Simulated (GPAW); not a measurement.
Here is a GPAW 26.7.0 calculation.

The input run.py:

```python
from ase import Atoms
from ase.dft.bandgap import bandgap
from ase.io import write
from ase.units import GPa
from gpaw import GPAW, PW

atoms = Atoms(['Sn', 'Sn', 'O', 'O'],
              cell=[[3.81369522, 0.0, 0.0],
                    [0.0, 3.81369522, 0.0],
                    [0.0, 0.0, 4.8869133]],
              scaled_positions=[[0.509185, -0.004328, 0.769766],
                                [0.003193, 0.500751, 0.224902],
                                [0.006846, 0.003447, -0.001905],
                                [0.493564, 0.495629, -0.001614]],
              pbc=True)

calc = GPAW(mode=PW(800),
            xc='PBE',
            kpts={'size': (7, 7, 6), 'gamma': True},
            occupations={'name': 'fermi-dirac', 'width': 0.05},
            nbands=33,
            convergence={'density': 1e-05, 'energy': 1e-05},
            maxiter=150,
            txt='gpaw.txt')
atoms.calc = calc
energy = atoms.get_potential_energy()
forces = atoms.get_forces()
stress = atoms.get_stress()
calc.write('gs.gpw')
write('result.traj', atoms)
print(f'Energy: {energy:.6f} eV')
print('Forces (eV/A):')
print(forces.round(4))
print('Stress (GPa):', (stress / GPa).round(3))
print('Fermi level:', round(calc.get_fermi_level(), 4), 'eV')
print(f'Gap: {bandgap(calc)[0]:.4f} eV, direct: {bandgap(calc, direct=True)[0]:.4f} eV')
```

Potentials or basis: GPAW PAW data sets (gpaw-data 1.2.1), pw.

Launch:

```console
$ OMP_NUM_THREADS=1 python run.py
```

Question: Estimate the band gap on the k mesh.

Answer: 0.62 eV, indirect (least direct gap 1.93 eV).

Question: What does it give for the largest force?

Answer: 1.104 eV/Å.

Question: Estimate the pressure.

Answer: 5.4 GPa.

Forces in eV/Å, atoms in the order of the input:
```
Sn  -0.110  0.049 -1.014
Sn  -0.089 -0.005  1.100
O   -0.196 -0.187 -0.028
O    0.395  0.143 -0.058
```

Caveat: spin-orbit coupling is left out, which moves the levels of the heavy elements; an odd mesh through Γ misses points on the zone boundary, where band edges often lie.
